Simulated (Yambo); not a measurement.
# GaN (P6_3mc) in Yambo: a series of runs

The runs below take GaN through optical spectrum, with PBEsol.

Everything below comes from runs of Yambo 5.3.0. Logs are shortened: lines on timing, memory, paths and dates and some standing lists are left out, and cuts for length are marked.

**The experiment to reproduce.**

“Studying electronic properties in GaN without electrical contacts using γ-γ vs e−-γ Perturbed Angular Correlations”, 2019, pmc:6823545 quotes, for a bulk crystal of GaN: band gap 3.503 ± 0.005 eV (direct).

The results are compared with them further down.

## 1. The structure

Symmetry: P6_3mc, No. 186, hexagonal system. Conventional cell: a = 3.180 Å, b = 3.180 Å, c = 5.166 Å, α = 90.00°, β = 90.00°, γ = 120.00°. Ga (site symmetry 3m) is surrounded by 4 N at 1.94 to 1.95 Å. N (site symmetry 3m) is surrounded by 4 Ga at 1.94 to 1.95 Å.

## 2. Optical spectrum, PBEsol

Input file optics3.in:

```
optics
chi
Chimod= "IP"
% BndsRnXd
 1 | 33 |
%
% LongDrXd
 0 | 0 | 1 |
%
% QpntsRXd
 1 | 1 |
%
% EnRngeXd
 0 | 15 | eV
%
% DmRngeXd
 0.05 | 0.05 | eV
%
ETStpsXd= 300
```

Input file scf.in:

```
&CONTROL
  calculation = 'scf'
  prefix = 'pwscf'
  outdir = './tmp'
  pseudo_dir = './pseudo'
/
&SYSTEM
  ibrav = 0
  nat = 4
  ntyp = 2
  ecutwfc = 84
  nbnd = 26
  occupations = 'smearing'
  smearing = 'fd'
  degauss = 0.00367493
  force_symmorphic = .true.
/
&ELECTRONS
  conv_thr = 8d-10
  electron_maxstep = 120
  mixing_beta = 0.5
/
ATOMIC_SPECIES
Ga    69.7230 Ga.upf
N     14.0070 N.upf
CELL_PARAMETERS angstrom
   3.1800000000    0.0000000000    0.0000000000
  -1.5900000000    2.7539607840    0.0000000000
   0.0000000000    0.0000000000    5.1660000000
ATOMIC_POSITIONS crystal
Ga     0.6666666667    0.3333333333    0.5000000000
Ga     0.3333333333    0.6666666667    0.0000000000
N      0.6666666667    0.3333333333    0.8750000000
N      0.3333333333    0.6666666667    0.3750000000
K_POINTS automatic
12 12 8 0 0 0
```

Input file nscf.in:

```
&CONTROL
  calculation = 'nscf'
  prefix = 'pwscf'
  outdir = './tmp'
  pseudo_dir = './pseudo'
/
&SYSTEM
  ibrav = 0
  nat = 4
  ntyp = 2
  ecutwfc = 84
  nbnd = 38
  occupations = 'fixed'
  force_symmorphic = .true.
/
&ELECTRONS
  conv_thr = 1d-08
  diago_full_acc = .true.
  diago_thr_init = 1d-06
/
ATOMIC_SPECIES
Ga    69.7230 Ga.upf
N     14.0070 N.upf
CELL_PARAMETERS angstrom
   3.1800000000    0.0000000000    0.0000000000
  -1.5900000000    2.7539607840    0.0000000000
   0.0000000000    0.0000000000    5.1660000000
ATOMIC_POSITIONS crystal
Ga     0.6666666667    0.3333333333    0.5000000000
Ga     0.3333333333    0.6666666667    0.0000000000
N      0.6666666667    0.3333333333    0.8750000000
N      0.3333333333    0.6666666667    0.3750000000
K_POINTS automatic
12 12 8 0 0 0
```

Potentials or basis: PseudoDojo 0.4.1 SR PBEsol standard.

Started as:

```sh
OMP_NUM_THREADS=1 pw.x -in scf.in > scf.out
OMP_NUM_THREADS=1 pw.x -in nscf.in > nscf.out
cd tmp/pwscf.save; p2y; mv SAVE ../..; cd ../..
OMP_NUM_THREADS=1 yambo
OMP_NUM_THREADS=1 yambo -F optics3.in -J optics3 -C optics3_out
```

Yambo's report:

```text
[... sections 02.01 to 02.04 as in the set-up run ...]

  [02.05] Energies & Occupations
  ==============================

  [X] === General ===
  [X] Electronic Temperature                        :  0.000000  0.000000 [eV K]
  [X] Bosonic    Temperature                        :  0.000000  0.000000 [eV K]
  [X] Finite Temperature mode                       : no
  [X] El. density                                   :  0.79573E+24 [cm-3]
  [X] Fermi Level                                   :  10.66842 [eV]

  [X] === Gaps and Widths ===
  [X] Conduction Band Min                           :  1.948629 [eV]
  [X] Valence Band Max                              :  0.000000 [eV]
  [X] Filled Bands                                  :  18
  [X] Empty Bands                                   :   19   38
  [X] Direct Gap                                    :  1.948629 [eV]
  [X] Direct Gap localized at k                     :  1
  [X] Indirect Gap                                  :  1.948629 [eV]
  [X] Indirect Gap between kpts                     :  1  1
  [X] Last valence band width                       :  2.812730 [eV]
  [X] 1st conduction band width                     :  4.555947 [eV]

 [03] Transferred momenta grid and indexing
 ==========================================

 IBZ Q-points                                      :  131
 BZ  Q-points                                      :  1152

 K/Q-points units:
 rlu = crystal or reduced units; cc = cartesian coordinates; iku = interal k-units

 Q [  1]        [rlu]:  0.000000  0.000000  0.000000
 Q [  2]        [rlu]:  0.000000  0.000000  0.125000
 Q [  3]        [rlu]:  0.000000  0.000000  0.250000
 Q [  4]        [rlu]:  0.000000  0.000000  0.375000
 Q [  5]        [rlu]:  0.000000  0.000000 -0.500000
 Q [  6]        [rlu]: -0.31524E-17  0.83333E-01   0.0000
 Q [  7]        [rlu]: -0.31524E-17  0.83333E-01  0.12500
 Q [  8]        [rlu]: -0.31524E-17  0.83333E-01  0.25000
 Q [  9]        [rlu]: -0.31524E-17  0.83333E-01  0.37500
 Q [ 10]        [rlu]: -0.31524E-17  0.83333E-01 -0.50000
 Q [ 11]        [rlu]: -0.63047E-17  0.16667       0.0000
 Q [ 12]        [rlu]: -0.63047E-17  0.16667      0.12500
 Q [ 13]        [rlu]: -0.63047E-17  0.16667      0.25000
 Q [ 14]        [rlu]: -0.63047E-17  0.16667      0.37500
 Q [ 15]        [rlu]: -0.63047E-17  0.16667     -0.50000
 Q [ 16]        [rlu]: -0.94571E-17  0.25000       0.0000
 Q [ 17]        [rlu]: -0.94571E-17  0.25000      0.12500
 Q [ 18]        [rlu]: -0.94571E-17  0.25000      0.25000
 Q [ 19]        [rlu]: -0.94571E-17  0.25000      0.37500
 Q [ 20]        [rlu]: -0.94571E-17  0.25000     -0.50000
 Q [ 21]        [rlu]: -0.12609E-16  0.33333       0.0000
 Q [ 22]        [rlu]: -0.12609E-16  0.33333      0.12500
 Q [ 23]        [rlu]: -0.12609E-16  0.33333      0.25000
 Q [ 24]        [rlu]: -0.12609E-16  0.33333      0.37500
 Q [ 25]        [rlu]: -0.12609E-16  0.33333     -0.50000
 Q [ 26]        [rlu]: -0.15762E-16  0.41667       0.0000
 Q [ 27]        [rlu]: -0.15762E-16  0.41667      0.12500
 Q [ 28]        [rlu]: -0.15762E-16  0.41667      0.25000
 Q [ 29]        [rlu]: -0.15762E-16  0.41667      0.37500
 Q [ 30]        [rlu]: -0.15762E-16  0.41667     -0.50000
 Q [ 31]        [rlu]:  0.18914E-16 -0.50000       0.0000
 Q [ 32]        [rlu]:  0.18914E-16 -0.50000      0.12500
 Q [ 33]        [rlu]:  0.18914E-16 -0.50000      0.25000
 Q [ 34]        [rlu]:  0.18914E-16 -0.50000      0.37500
 Q [ 35]        [rlu]:  0.18914E-16 -0.50000     -0.50000
 Q [ 36]        [rlu]:  0.083333  0.083333  0.000000
 Q [ 37]        [rlu]:  0.083333  0.083333  0.125000
 Q [ 38]        [rlu]:  0.083333  0.083333  0.250000
 Q [ 39]        [rlu]:  0.083333  0.083333  0.375000
 Q [ 40]        [rlu]:  0.083333  0.083333 -0.500000
 Q [ 41]        [rlu]:  0.083333  0.166667  0.000000
 Q [ 42]        [rlu]:  0.083333  0.166667  0.125000
 Q [ 43]        [rlu]:  0.083333  0.166667  0.250000
 Q [ 44]        [rlu]:  0.083333  0.166667  0.375000
 Q [ 45]        [rlu]:  0.083333  0.166667 -0.500000
 Q [ 46]        [rlu]:  0.083333  0.250000  0.000000
 Q [ 47]        [rlu]:  0.083333  0.250000  0.125000
 Q [ 48]        [rlu]:  0.083333  0.250000  0.250000
 Q [ 49]        [rlu]:  0.083333  0.250000  0.375000
 Q [ 50]        [rlu]:  0.083333  0.250000 -0.500000

 Remaining 81 points informations can be written running with -fatlog

 [WARNING] [Xd] User bands 1-33 break level degeneracy

 [04] Dipoles
 ============

  [04.01] Setup: observables and procedures
  =========================================

  [WARNING] [x,Vnl] slows the Dipoles computation. To neglect it rename the ns.kb_pp file
  [WF-Oscillators/G space/Transverse up loader] Normalization (few states)  min/max  :  0.000000  1.000000

  [WR./optics3//ndb.dipoles]------------------------------------------------------
   Brillouin Zone Q/K grids (IBZ/BZ)                :   131  1152   131  1152
   RL vectors                                       :   5011 [WF]
   Fragmentation                                    : yes
   Electronic Temperature                           :  0.000000 [K]
   Bosonic    Temperature                           :  0.000000 [K]
   DIP band range                                   :    1   33
   DIP band range limits                            :  18  19
   DIP e/h energy range                             : -1.000000 -1.000000 [eV]
   RL vectors in the sum                            :   5011
   [r,Vnl] included                                 : yes
   Bands ordered                                    : yes
   Direct v evaluation                              : no
   Approach used                                    : G-space v
   Dipoles computed                                 : R V P [G-space]
   Wavefunctions                                    : Perdew, Burke & Ernzerhof SOL(X)+Perdew, Burke & Ernzerhof SOL(C)

  [WARNING] [r,Vnl^pseudo] included in position and velocity dipoles.

  [WARNING] In case H contains other non local terms, these are neglected

 [05] Optics
 ===========

 [X-CG] R(p) Tot o/o(of R):   17197  311040     100
```

It took 4.4 min on 1 thread of AMD EPYC 7R43 (Zen 3), shared host; peak memory 0.31 GiB.

Results:

```
Band gap on the k mesh, mean-field level       : 1.95 eV, direct
Absorption peak                                : 5.87 eV
Electronic dielectric constant along the field : 5.96
```

Dielectric function (along the field direction of the input):
```tsv
energy (eV)	real part	imaginary part
0.25	5.97	0.04
1.00	6.13	0.04
1.76	6.68	0.11
2.56	8.57	1.02
3.31	6.98	0.42
4.11	5.17	1.59
4.87	5.75	2.29
5.67	12.53	7.91
6.42	8.33	9.67
7.22	4.39	6.44
7.98	-0.96	9.11
8.78	0.29	3.55
9.53	2.96	6.00
10.33	4.24	5.29
11.09	-0.11	6.93
11.89	-4.13	4.42
12.64	-2.31	1.88
13.44	-1.23	1.93
14.20	-1.03	1.79
15.00	-1.26	1.46
```

Caveat: independent-particle spectra lack excitons.

## 3. Optical spectrum, PBEsol

Input file optics4.in:

```
optics
chi
Chimod= "HARTREE"
% BndsRnXd
 1 | 33 |
%
NGsBlkXd= 1 Ry
% LongDrXd
 1 | 1 | 1 |
%
% QpntsRXd
 1 | 1 |
%
% EnRngeXd
 0 | 15 | eV
%
% DmRngeXd
 0.05 | 0.05 | eV
%
ETStpsXd= 200
```

scf.in is that of step 2.

nscf.in is that of step 2.

Potentials or basis: PseudoDojo 0.4.1 SR PBEsol standard.

Started as:

```sh
OMP_NUM_THREADS=1 pw.x -in scf.in > scf.out
OMP_NUM_THREADS=1 pw.x -in nscf.in > nscf.out
cd tmp/pwscf.save; p2y; mv SAVE ../..; cd ../..
OMP_NUM_THREADS=1 yambo
OMP_NUM_THREADS=1 yambo -F optics4.in -J optics4 -C optics4_out
```

Yambo's report:

```text
[... sections 02.01 to 02.04 as in the set-up run ...]

  [02.05] Energies & Occupations
  ==============================

  [X] === General ===
  [X] Electronic Temperature                        :  0.000000  0.000000 [eV K]
  [X] Bosonic    Temperature                        :  0.000000  0.000000 [eV K]
  [X] Finite Temperature mode                       : no
  [X] El. density                                   :  0.79573E+24 [cm-3]
  [X] Fermi Level                                   :  10.66842 [eV]

  [X] === Gaps and Widths ===
  [X] Conduction Band Min                           :  1.948629 [eV]
  [X] Valence Band Max                              :  0.000000 [eV]
  [X] Filled Bands                                  :  18
  [X] Empty Bands                                   :   19   38
  [X] Direct Gap                                    :  1.948629 [eV]
  [X] Direct Gap localized at k                     :  1
  [X] Indirect Gap                                  :  1.948629 [eV]
  [X] Indirect Gap between kpts                     :  1  1
  [X] Last valence band width                       :  2.812730 [eV]
  [X] 1st conduction band width                     :  4.555947 [eV]

 [03] Transferred momenta grid and indexing
 ==========================================

 IBZ Q-points                                      :  131
 BZ  Q-points                                      :  1152

 K/Q-points units:
 rlu = crystal or reduced units; cc = cartesian coordinates; iku = interal k-units

 Q [  1]        [rlu]:  0.000000  0.000000  0.000000
 Q [  2]        [rlu]:  0.000000  0.000000  0.125000
 Q [  3]        [rlu]:  0.000000  0.000000  0.250000
 Q [  4]        [rlu]:  0.000000  0.000000  0.375000
 Q [  5]        [rlu]:  0.000000  0.000000 -0.500000
 Q [  6]        [rlu]: -0.31524E-17  0.83333E-01   0.0000
[... 42 lines left out ...]
 Q [ 49]        [rlu]:  0.083333  0.250000  0.375000
 Q [ 50]        [rlu]:  0.083333  0.250000 -0.500000

 Remaining 81 points informations can be written running with -fatlog

 [WARNING] [Xd] User bands 1-33 break level degeneracy

 [04] Dipoles
 ============

  [04.01] Setup: observables and procedures
  =========================================

  [WARNING] [x,Vnl] slows the Dipoles computation. To neglect it rename the ns.kb_pp file
  [WF-Oscillators/G space/Transverse up loader] Normalization (few states)  min/max  :  0.000000  1.000000

  [WR./optics4//ndb.dipoles]------------------------------------------------------
   Brillouin Zone Q/K grids (IBZ/BZ)                :   131  1152   131  1152
   RL vectors                                       :   5011 [WF]
   Fragmentation                                    : yes
   Electronic Temperature                           :  0.000000 [K]
   Bosonic    Temperature                           :  0.000000 [K]
   DIP band range                                   :    1   33
   DIP band range limits                            :  18  19
   DIP e/h energy range                             : -1.000000 -1.000000 [eV]
   RL vectors in the sum                            :   5011
   [r,Vnl] included                                 : yes
   Bands ordered                                    : yes
[... 7 lines left out ...]
  [WARNING] In case H contains other non local terms, these are neglected

 [05] Optics
 ===========

 [X-CG] R(p) Tot o/o(of R):   17197  311040     100
```

o-optics4.eps_q1_inv_rpa_dyson:

```text
# Absorption @ Q(1):  0.577350269     0.577350269     0.577350269    [q->0 direction]
#
# [ X ] Hartree size                              :   9
# [GEN] GF Energies                               : Perdew, Burke & Ernzerhof SOL(X)+Perdew, Burke & Ernzerhof SOL(C)
# [GEN] Green`s Function                          : T-ordered
#
# [GEN] Gauge                                     : Length
# [GEN] [r,Vnl] included                          : yes
#
#    E[1] [eV]          Im(eps)            Re(eps)            Im(eps_o)          Re(eps_o)
#
        0.000000           0.036460           5.798045           0.037010           5.885719
        0.075377           0.036493           5.798876           0.037043           5.886553
        0.150754           0.036592           5.801376           0.037141           5.889057
        0.226131           0.036758           5.805559           0.037306           5.893247
        0.301508           0.036994           5.811450           0.037540           5.899148
        0.376884           0.037303           5.819085           0.037848           5.906794
[... 192 lines left out ...]
        14.92462           1.319157          -1.287465           1.244847          -1.336080
        15.00000           1.221673          -1.210179           1.164042          -1.246950
#
```

It took 4.6 min on 1 thread of AMD EPYC 7R43 (Zen 3), shared host; peak memory 1.1 GiB.

Results:

| Quantity | Value |
| --- | --- |
| Band gap on the k mesh, mean-field level | 1.95 eV, direct |
| Absorption peak | 5.88 eV |
| Electronic dielectric constant along the field | 5.80 |
| Electronic dielectric constant along the field, independent particles | 5.89 |

Dielectric function (along the field direction of the input):
| energy (eV) | real part | imaginary part |
| --- | --- | --- |
| 0.30 | 5.81 | 0.04 |
| 1.06 | 5.98 | 0.04 |
| 1.81 | 6.68 | 0.18 |
| 2.56 | 7.46 | 1.62 |
| 3.39 | 7.06 | 0.70 |
| 4.15 | 6.29 | 1.02 |
| 4.90 | 6.32 | 1.69 |
| 5.65 | 11.30 | 6.51 |
| 6.48 | 5.41 | 9.86 |
| 7.24 | 3.26 | 6.38 |
| 7.99 | -0.42 | 8.77 |
| 8.74 | 0.09 | 6.16 |
| 9.57 | 1.28 | 5.99 |
| 10.33 | 2.28 | 4.71 |
| 11.08 | 0.53 | 6.07 |
| 11.83 | -3.01 | 4.96 |
| 12.66 | -1.88 | 2.68 |
| 13.42 | -1.49 | 1.92 |
| 14.17 | -1.36 | 1.88 |
| 15.00 | -1.21 | 1.22 |

Caveat: these spectra lack excitons.

## 4. Against experiment

Step 2. A measured gap of GaN is 3.503 eV (direct; quoted in “Studying electronic properties in GaN without electrical contacts using γ-γ vs e−-γ Perturbed Angular Correlations”, 2019, pmc:6823545); the calculated 1.95 eV misses it by -1.55 eV. Spin-orbit coupling on Ga is left out. The value is that of PBEsol on a finite k mesh, which can miss the band edges, without temperature or zero-point motion. Semilocal functionals fall short of measured gaps as a rule.

Step 3. A measured gap of GaN is 3.503 eV (direct; quoted in “Studying electronic properties in GaN without electrical contacts using γ-γ vs e−-γ Perturbed Angular Correlations”, 2019, pmc:6823545); the calculated 1.95 eV misses it by -1.55 eV. Spin-orbit coupling on Ga is left out. The value is that of PBEsol on a finite k mesh, which can miss the band edges, without temperature or zero-point motion. Semilocal functionals fall short of measured gaps as a rule.
